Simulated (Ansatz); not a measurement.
# HgTe (I-4m2) in Ansatz: notebook

Runs on HgTe. Level: LDA. Tasks: band structure, single point, equation of state.

Program: Ansatz 0.2.0. These are calculated values, not measurements. Logs are shortened: lines on timing, memory, paths and dates and some standing lists are left out, and cuts for length are marked.

## Step 1: Starting point

The structure is tetragonal, space group I-4m2 (No. 119). Conventional cell: a = 6.091 Å, b = 6.091 Å, c = 3.119 Å, α = 90.00°, β = 90.00°, γ = 90.00°. Around Hg (site symmetry -4m2) lie 2 Hg at 3.12 Å and 4 Te at 3.14 Å. Te (site symmetry -4m2) is surrounded by 2 Te at 3.12 Å and 4 Hg at 3.14 Å.

Measurements of this composition are mostly on another form, of space group No. 216.

## Step 2: Band structure, LDA

File input.yaml:

```yaml
crystal:
  lattice:
    - [-3.045603, 3.045603, 1.55941]
    - [3.045603, -3.045603, 1.55941]
    - [3.045603, 3.045603, -1.55941]
  atoms:
    - { symbol: Hg, position: [0.75, 0.25, 0.5] }
    - { symbol: Te, position: [0.0, 0.0, 0.0] }
hamiltonian:
  xc: lda
  pseudopotentials: { kind: paw }
kpoints:
  mp_grid: { grid: [10, 10, 10] }
  band_path:
    path:
      - [[0.0, 0.0, 0.0], [0.0, 0.0, 0.5], [-0.5, 0.5, 0.5], [0.0, 0.0, 0.0], [0.3155411497, 0.3155411497, -0.3155411497], [0.25, 0.25, 0.25], [0.0, 0.5, 0.0], [-0.3155411497, 0.6844588503, 0.3155411497], [-0.5, 0.5, 0.5]]
      - [[0.0, 0.0, 0.5], [0.25, 0.25, 0.25]]
    npoints: 14
scf:
  occupations: { method: fermi_dirac, width: 0.05 }
  n_extra_bands: 6
output:
  forces: true
  stress: true
  eigenvalues: true
  fatbands: true
```

Potentials or basis: Ansatz PAW.

Launch:

```
> ansatz run input.yaml --threads 2 --pin off --max-ram 5632MiB --backend cpu --events-out ev --progress --plain --runs-dir out
```

The program printed:

```text
Warning: RAYON_NUM_THREADS=2 ignored (pool sized by the plan → 2); use --threads N
scf.n_extra_bands = 6 over 18 filled bands (N_el = 36.0): the run solves 24 bands
Engine: ansatz 0.2.0, aarch64-unknown-linux-gnu
Pseudopotentials: kind: paw
Pseudopotential: Hg, paw, valence charge 20, recommended cutoff 420 eV (normal), Hg.paw.azcp
Pseudopotential: Te, paw, valence charge 16, recommended cutoff 420 eV (normal), Te.paw.azcp
Functional definition: SPW92
  exchange = slater_x
  correlation = pw_c
Crystal: 2 atoms, lattice volume = 57.858 Å³
Basis set: ecut = 420 eV, 1133 PW (Γ)
Bands: 24, of which v1, the nominal top of the filled ones, is band 18 counted from 1 (17 counted from 0)
Symmetry: 8 space group operations
Space group: I-4m2 (ITA 119), of the structure as read, at distance tolerance 3.9e-5 Å
k-points: 102 of 1000 (time reversal used)
Non-local potential: Hg, projectors of the file, l = 0: 3, l = 1: 2, l = 2: 2, l = 3: 1
Non-local potential: Te, projectors of the file, l = 0: 2, l = 1: 2, l = 2: 2, l = 3: 2
PAW form: soft (Blöchl's): semilocal exchange-correlation on the pseudo side does not see the compensation charge
PAW frozen core: Hg, regenerated for the run's functional, and the local potential with it (the file was generated under x = pbe(κ = 0.804, μ = 0.2195149727645171), c = pbe(β = 0.06672455060314922))
PAW frozen core: Te, regenerated for the run's functional, and the local potential with it (the file was generated under x = pbe(κ = 0.804, μ = 0.2195149727645171), c = pbe(β = 0.06672455060314922))
PAW one-centre angular grid: Hg, 590 points (default); XC on 64 Gauss nodes
PAW one-centre angular grid: Te, 590 points (default); XC on 64 Gauss nodes
Initial density: superposition of atomic densities (neutral atoms: chi_scale 0, normalization atom), corrected by the library's trained network
Initial wavefunctions: pseudopotential atomic-orbital guess
Functional: x = slater, c = lda
SCF iter   1: F=—  HF=-20349.527629 eV  |F-HF|=—  |Δ(HF+E_count)|=         —  Δρ=5.43e-3  dr2=1.47e-2  ethr=1.77e-3  ⟨swp⟩=6.5  Hψ=11782  notcnv=0  defer=7
preconditioner: auto → Kerker (q_TF=auto, 2.521 Å⁻¹)  [metal: Δε(μ)=0.055 eV  Ē_g=11.767 eV  σ=0.050 eV  W_gap=0.26  n_scr=16 (ndim 8)  ℏωp=20.7 eV  f_vac=0.000  D(μ)=1.16/eV (n_scr^D=4)]
SCF iter   2: F=—  HF=-20349.523813 eV  |F-HF|=—  |Δ(HF+E_count)|=   3.82e-3  Δρ=2.77e-3  dr2=3.87e-3  ethr=4.08e-5  ⟨swp⟩=2.1  Hψ=4023  notcnv=0  defer=32
SCF iter   3: F=—  HF=-20349.522697 eV  |F-HF|=—  |Δ(HF+E_count)|=   1.12e-3  Δρ=5.15e-4  dr2=1.36e-4  ethr=1.07e-5  ⟨swp⟩=2.5  Hψ=3651  notcnv=0  defer=32
SCF iter   4: F=—  HF=-20349.522683 eV  |F-HF|=—  |Δ(HF+E_count)|=   1.33e-5  Δρ=1.22e-4  dr2=1.05e-5  ethr=3.78e-7  ⟨swp⟩=1.9  Hψ=2852  notcnv=0  defer=32
SCF iter   5: F=—  HF=-20349.522685 eV  |F-HF|=—  |Δ(HF+E_count)|=   1.52e-6  Δρ=3.34e-5  dr2=5.60e-7  ethr=2.93e-8  ⟨swp⟩=2.3  Hψ=3222  notcnv=0  defer=32
SCF iter   6: F=-20349.522685 eV  HF=-20349.522685 eV  |F-HF|=3.66e-8  |Δ(HF+E_count)|=   1.50e-8  Δρ=9.21e-6  dr2=5.55e-8  ethr=2.78e-10  ⟨swp⟩=9.5  Hψ=12256  notcnv=0
SCF 1 converged in 6 iterations: F = -20349.522685 eV  dr2 = 5.55e-8
NSCF: frozen V_eff on 128 k-points
SCF converged after 6 iterations
Free energy (F): -20349.522685 eV
Harris-Foulkes:  -20349.522685 eV  (|F-HF|=3.66e-8)
Internal energy: -20349.512428 eV  (E = F + TS)
E sigma→0 (E₀):  -20349.517557 eV
Entropy (-TS):   -0.010256 eV (-5.128 meV/atom)
Fermi energy:    10.603610 eV
--- Per-component energies (eV) ---
  E_band       = -697.659056
  E_kinetic    = 784.423915
  E_local      = -4008.878555  (includes V_loc(G=0)·N_el)
  E_nonlocal   = -224.243483
  E_hartree    = 1973.533858
  E_xc         = -341.901718
  E_vxc        = -365.643822  (∫ρ·V_xc dr)
  E_paw        = -14165.198352  (= ΣΔE_a)
  E_vpaw       = -830.386377  (= ΣTr[D̂ρ^β])
  E_aug_tail   = 0.000652  (compensation charges beyond the density's cutoff)
  E_ewald      = -4368.503501
  E_core_change = 1.254754  (= ΣΔE_core)
  E_smearing   = -0.010256  (= −TS)
  E_closure    = 0.000000  (closes the sum)
  Σ components = -20349.522685   (vs F -20349.522685, Δ=0.00e0)
--- Forces (eV/Å), atoms counted from 1 ---
  atom   1  Hg     0.00000000     0.00000000     0.00000000
  atom   2  Te     0.00000000     0.00000000     0.00000000
  max |Σ_I F_I| component: 8.24e-18 eV/Å
--- Stress (GPa, compression-positive) ---
       -6.195486       0.000000       0.000000
        0.000000      -6.195486       0.000000
        0.000000       0.000000      -2.222648
  P = ⅓ Tr σ = -4.8712 GPa (-48.712 kbar)
--- Band table (eV; the first three rows and the last of 102) ---
  k-point 0: bands = ["-104.1604", "-52.4589", "-52.4426", "-52.4426", "-26.2431", "-26.1752", "-26.1752", "-26.1413", "-26.1407", "-1.8226", "3.2587", "3.9744", "4.0525", "4.4894", "4.4894", "7.1070", "8.2499", "8.2499", "14.0971", "15.3264", "17.4569", "17.4569", "20.0219", "21.0028"]
  k-point 1: bands = ["-104.1604", "-52.4589", "-52.4427", "-52.4426", "-26.2431", "-26.1752", "-26.1752", "-26.1412", "-26.1407", "-1.7812", "3.2562", "3.9777", "4.0172", "4.4884", "4.4958", "6.4902", "8.3679", "8.8831", "14.0658", "15.3790", "16.9324", "17.1311", "19.9977", "21.6066"]
  k-point 2: bands = ["-104.1604", "-52.4589", "-52.4427", "-52.4426", "-26.2431", "-26.1752", "-26.1751", "-26.1410", "-26.1407", "-1.6669", "3.2482", "3.9315", "3.9710", "4.4862", "4.5104", "5.6353", "8.6941", "9.8088", "13.9822", "15.0748", "15.9125", "17.0993", "19.9285", "21.8778"]
  k-point 101: bands = ["-104.1604", "-52.4589", "-52.4427", "-52.4427", "-26.2430", "-26.1750", "-26.1750", "-26.1411", "-26.1399", "-1.2152", "3.2192", "4.2695", "4.5197", "4.5197", "4.5342", "6.2074", "6.3658", "6.3658", "13.7731", "18.0708", "18.5646", "18.5646", "22.9232", "23.9692"]
```

fatbands.tsv:

```text
# ik	k_distance	band	e_minus_ef	hg0_l0_5S	hg0_l0_6S	hg0_l1_5P	hg0_l2_5D	te1_l0_5S	te1_l1_5P	te1_l2_4D
# fermi_ev = 10.603610
# lock_threshold_ev = 1e-12
# [0, 0, 0] at k_distance = 0.000000
# [0, 0, 0.5] at k_distance = 0.729393
# [-0.5, 0.5, 0.5] at k_distance = 1.458786
# [0, 0, 0] at k_distance = 2.490303
# [0.3155411497, 0.3155411497, -0.3155411497] at k_distance = 3.761684
# [0.25, 0.25, 0.25] at k_distance = 4.537411
# [0, 0.5, 0] at k_distance = 5.053169
# [-0.3155411497, 0.6844588503, 0.3155411497] at k_distance = 5.632604
# [-0.5, 0.5, 0.5] at k_distance = 6.375827
# [0, 0, 0.5] at k_distance = 6.375827
# [0.25, 0.25, 0.25] at k_distance = 7.383129
# jumps = 113
# n_points = 128
0	0.000000	0	-114.764043	0.998622	0.001026	0.000000	0.000092	0.000256	0.000000	0.000000
0	0.000000	1	-63.062464	0.000000	0.000000	0.999997	0.000000	0.000000	0.000000	0.000000
0	0.000000	2	-63.046250	0.000000	0.000000	0.998247	0.000000	0.000000	0.001750	0.000000
0	0.000000	3	-63.046250	0.000000	0.000000	0.998247	0.000000	0.000000	0.001750	0.000000
0	0.000000	4	-36.846714	0.000000	0.000086	0.000000	0.000003	0.000164	0.000000	0.999721
0	0.000000	5	-36.778826	0.000000	0.000000	0.000000	0.000000	0.000000	0.000000	0.999991
[... 2264 lines left out ...]
94	5.467051	14	-5.944604	0.000026	0.008323	0.000057	0.906989	0.054864	0.028811	0.000032
94	5.467051	15	-3.984922	0.000047	0.055478	0.000186	0.165139	0.009583	0.765089	0.000195
```

It took 23 s on 2 threads of Arm Neoverse N1, shared host; peak memory 0.42 GiB.

Results:

| Quantity | Value |
| --- | --- |
| Free energy | -20349.5227 eV |
| Pressure | -4.9 GPa |
| Band gap on the k mesh | none (metal or under the smearing width) |

Stress tensor (GPa, compression positive):
```
-6.20  0.00  0.00
 0.00 -6.20  0.00
 0.00  0.00 -2.22
```

Levels at the corners of the path, in eV from the Fermi level:
```csv
point,band 15,band 16,band 17,band 18,band 19,band 20,band 21,band 22
Γ,-6.11,-3.50,-2.35,-2.35,3.49,4.72,6.85,6.85
X,-6.06,-6.02,-0.81,1.50,1.97,2.89,3.46,9.12
M,-6.07,-4.40,-4.24,-4.24,3.17,7.47,7.96,7.96
Γ,-6.11,-3.50,-2.35,-2.35,3.49,4.72,6.85,6.85
Z,-5.96,-3.65,-2.10,-2.10,-2.10,3.98,5.72,5.72
P,-6.19,-4.44,-2.77,-1.73,2.23,3.14,5.41,5.94
N,-6.11,-4.44,-1.89,-1.02,-0.14,3.18,3.88,5.91
Z1,-5.96,-3.65,-2.10,-2.10,-2.10,3.98,5.72,5.72
M,-6.07,-4.40,-4.24,-4.24,3.17,7.47,7.96,7.96
X,-6.06,-6.02,-0.81,1.50,1.97,2.89,3.46,9.12
P,-6.19,-4.44,-2.77,-1.73,2.23,3.14,5.41,5.94
```

Caveat: spin-orbit coupling is left out, which moves the levels of the heavy elements; the PAW data sets come from PBE, with cores solved anew for the run's functional, which leaves a small shift of forces and pressure.

## Step 3: Single point, LDA, 27.19 Å³/atom (volume scaled by 0.94)

File input.yaml:

```yaml
crystal:
  lattice:
    - [-2.9834303915, 2.9834303915, 1.5275763738]
    - [2.9834303915, -2.9834303915, 1.5275763738]
    - [2.9834303915, 2.9834303915, -1.5275763738]
  atoms:
    - { symbol: Hg, position: [0.75, 0.25, 0.5] }
    - { symbol: Te, position: [0.0, 0.0, 0.0] }
hamiltonian:
  xc: lda
  pseudopotentials: { kind: paw }
kpoints:
  mp_grid: { grid: [10, 10, 10] }
scf:
  occupations: { method: fermi_dirac, width: 0.05 }
output:
  forces: true
  stress: true
  eigenvalues: true
```

Potentials or basis: Ansatz PAW.

Launch:

```
> ansatz run input.yaml --threads 2 --pin off --max-ram 5632MiB --backend cpu --events-out ev --progress --plain --runs-dir out
```

Wall time 8.2 s (2 threads of Arm Neoverse N1, shared host); peak memory 0.4 GiB.

The run converged. Its results:

* Free energy: -20349.6036 eV
* Pressure: -2.4 GPa
* Band gap on the k mesh: none (metal or under the smearing width)

Caveat: the PAW data sets come from PBE, with cores solved anew for the run's functional, which leaves a small shift of forces and pressure.

## Step 4: Single point, LDA, 27.77 Å³/atom (volume scaled by 0.96)

Edit input.yaml of step 3 so:

```diff
@@ -2,5 +2,5 @@
   lattice:
-    - [-2.9834303915, 2.9834303915, 1.5275763738]
-    - [2.9834303915, -2.9834303915, 1.5275763738]
-    - [2.9834303915, 2.9834303915, -1.5275763738]
+    - [-3.0044411569, 3.0044411569, 1.5383343083]
+    - [3.0044411569, -3.0044411569, 1.5383343083]
+    - [3.0044411569, 3.0044411569, -1.5383343083]
   atoms:
```

Launch:

```
> ansatz run input.yaml --threads 2 --pin off --max-ram 5632MiB --backend cpu --events-out ev --progress --plain --runs-dir out
```

Run time: 8.3 s. Hardware: 2 threads of Arm Neoverse N1, shared host; peak memory 0.41 GiB.

The run converged. Its results:

| Property | Result |
| --- | --- |
| Free energy | -20349.5826 eV |
| Pressure | -3.4 GPa |
| Band gap on the k mesh | none (metal or under the smearing width) |

Caveat: the PAW data sets come from PBE, with cores solved anew for the run's functional, which leaves a small shift of forces and pressure.

## Step 5: Single point, LDA, 28.35 Å³/atom (volume scaled by 0.98)

File input.yaml:

```yaml
crystal:
  lattice:
    - [-3.0251620955, 3.0251620955, 1.5489438457]
    - [3.0251620955, -3.0251620955, 1.5489438457]
    - [3.0251620955, 3.0251620955, -1.5489438457]
  atoms:
    - { symbol: Hg, position: [0.75, 0.25, 0.5] }
    - { symbol: Te, position: [0.0, 0.0, 0.0] }
hamiltonian:
  xc: lda
  pseudopotentials: { kind: paw }
kpoints:
  mp_grid: { grid: [10, 10, 10] }
scf:
  occupations: { method: fermi_dirac, width: 0.05 }
output:
  forces: true
  stress: true
  eigenvalues: true
  write_density: true
  write_potential: true
  elf: true
  volumetric_format: npy
```

Launch:

```
> ansatz run input.yaml --threads 2 --pin off --max-ram 5632MiB --backend cpu --events-out ev --progress --plain --runs-dir out
```

Wall time 12 s (2 threads of Arm Neoverse N1, shared host); peak memory 0.42 GiB.

Results (log left out):

- Free energy: -20349.5554 eV
- Pressure: -4.2 GPa
- Band gap on the k mesh: none (metal or under the smearing width)

Caveat: the PAW data sets come from PBE, with cores solved anew for the run's functional, which leaves a small shift of forces and pressure.

## Step 6: Single point, LDA, 28.93 Å³/atom

File input.yaml:

```yaml
crystal:
  lattice:
    - [-3.045603, 3.045603, 1.55941]
    - [3.045603, -3.045603, 1.55941]
    - [3.045603, 3.045603, -1.55941]
  atoms:
    - { symbol: Hg, position: [0.75, 0.25, 0.5] }
    - { symbol: Te, position: [0.0, 0.0, 0.0] }
hamiltonian:
  xc: lda
  pseudopotentials: { kind: paw }
kpoints:
  mp_grid: { grid: [10, 10, 10] }
scf:
  occupations: { method: fermi_dirac, width: 0.05 }
output:
  forces: true
  stress: true
  eigenvalues: true
```

Potentials or basis: Ansatz PAW.

Launch:

```
> ansatz run input.yaml --threads 2 --pin off --max-ram 5632MiB --backend cpu --events-out ev --progress --plain --runs-dir out
```

Wall time 8.4 s (2 threads of Arm Neoverse N1, shared host); peak memory 0.41 GiB.

Results (log left out):

```yaml
Free_energy: -20349.5227 eV
Pressure: -4.9 GPa
Band_gap_on_the_k_mesh: none (metal or under the smearing width)
```

Caveat: the PAW data sets come from PBE, with cores solved anew for the run's functional, which leaves a small shift of forces and pressure.

## Step 7: Single point, LDA, 29.51 Å³/atom (volume scaled by 1.02)

Edit input.yaml of step 6 so:

```diff
@@ -2,5 +2,5 @@
   lattice:
-    - [-3.045603, 3.045603, 1.55941]
-    - [3.045603, -3.045603, 1.55941]
-    - [3.045603, 3.045603, -1.55941]
+    - [-3.0657731441, 3.0657731441, 1.5697375195]
+    - [3.0657731441, -3.0657731441, 1.5697375195]
+    - [3.0657731441, 3.0657731441, -1.5697375195]
   atoms:
```

Launch:

```
> ansatz run input.yaml --threads 2 --pin off --max-ram 5632MiB --backend cpu --events-out ev --progress --plain --runs-dir out
```

Wall time 8.6 s (2 threads of Arm Neoverse N1, shared host); peak memory 0.42 GiB.

The run converged. Its results:

```yaml
Free_energy: -20349.4853 eV
Pressure: -5.5 GPa
Band_gap_on_the_k_mesh: none (metal or under the smearing width)
```

Caveat: the PAW data sets come from PBE, with cores solved anew for the run's functional, which leaves a small shift of forces and pressure.

## Step 8: Single point, LDA, 30.09 Å³/atom (volume scaled by 1.04)

File input.yaml:

```yaml
crystal:
  lattice:
    - [-3.0856813198, 3.0856813198, 1.5799309059]
    - [3.0856813198, -3.0856813198, 1.5799309059]
    - [3.0856813198, 3.0856813198, -1.5799309059]
  atoms:
    - { symbol: Hg, position: [0.75, 0.25, 0.5] }
    - { symbol: Te, position: [0.0, 0.0, 0.0] }
hamiltonian:
  xc: lda
  pseudopotentials: { kind: paw }
kpoints:
  mp_grid: { grid: [10, 10, 10] }
scf:
  occupations: { method: fermi_dirac, width: 0.05 }
output:
  forces: true
  stress: true
  eigenvalues: true
  write_density: true
  write_potential: true
  elf: true
  volumetric_format: npy
```

Launch:

```
> ansatz run input.yaml --threads 2 --pin off --max-ram 5632MiB --backend cpu --events-out ev --progress --plain --runs-dir out
```

Run time: 13 s. Hardware: 2 threads of Arm Neoverse N1, shared host; peak memory 0.43 GiB.

Results (log left out):

* Free energy: -20349.4437 eV
* Pressure: -6.0 GPa
* Band gap on the k mesh: none (metal or under the smearing width)

Caveat: the PAW data sets come from PBE, with cores solved anew for the run's functional, which leaves a small shift of forces and pressure.

## Step 9: Single point, LDA, 30.66 Å³/atom (volume scaled by 1.06)

File input.yaml:

```yaml
crystal:
  lattice:
    - [-3.1053358708, 3.1053358708, 1.5899944314]
    - [3.1053358708, -3.1053358708, 1.5899944314]
    - [3.1053358708, 3.1053358708, -1.5899944314]
  atoms:
    - { symbol: Hg, position: [0.75, 0.25, 0.5] }
    - { symbol: Te, position: [0.0, 0.0, 0.0] }
hamiltonian:
  xc: lda
  pseudopotentials: { kind: paw }
kpoints:
  mp_grid: { grid: [10, 10, 10] }
scf:
  occupations: { method: fermi_dirac, width: 0.05 }
output:
  forces: true
  stress: true
  eigenvalues: true
```

Potentials or basis: Ansatz PAW.

Launch:

```
> ansatz run input.yaml --threads 2 --pin off --max-ram 5632MiB --backend cpu --events-out ev --progress --plain --runs-dir out
```

It took 8.8 s on 2 threads of Arm Neoverse N1, shared host; peak memory 0.42 GiB.

The run converged. Its results:

| Item | Value |
| --- | --- |
| Free energy | -20349.3987 eV |
| Pressure | -6.5 GPa |
| Band gap on the k mesh | none (metal or under the smearing width) |

Caveat: the PAW data sets come from PBE, with cores solved anew for the run's functional, which leaves a small shift of forces and pressure.

## Step 10: Equation of state, LDA

Potentials or basis: Ansatz PAW.

This step only gathers the single runs of the series.

Results:

| Property | Result |
| --- | --- |
| Equilibrium volume | 25.99 Å³/atom (rough: see the caveat) |
| Bulk modulus at fixed shape and positions | 60 GPa (rough) |

Energy against volume, from the lowest point:
| volume (Å³/atom) | energy (meV/atom) |
| --- | --- |
| 27.193 | 0.00 |
| 27.772 | 10.47 |
| 28.351 | 24.09 |
| 28.929 | 40.44 |
| 29.508 | 59.16 |
| 30.086 | 79.91 |
| 30.665 | 102.42 |

Caveat: the minimum lies outside the volumes run; the cell was scaled at fixed shape and fractional positions, which overstates the stiffness of a crystal with free parameters, most of all of layers and chains. Spin-orbit coupling is left out, which matters for the levels of Hg, Te.
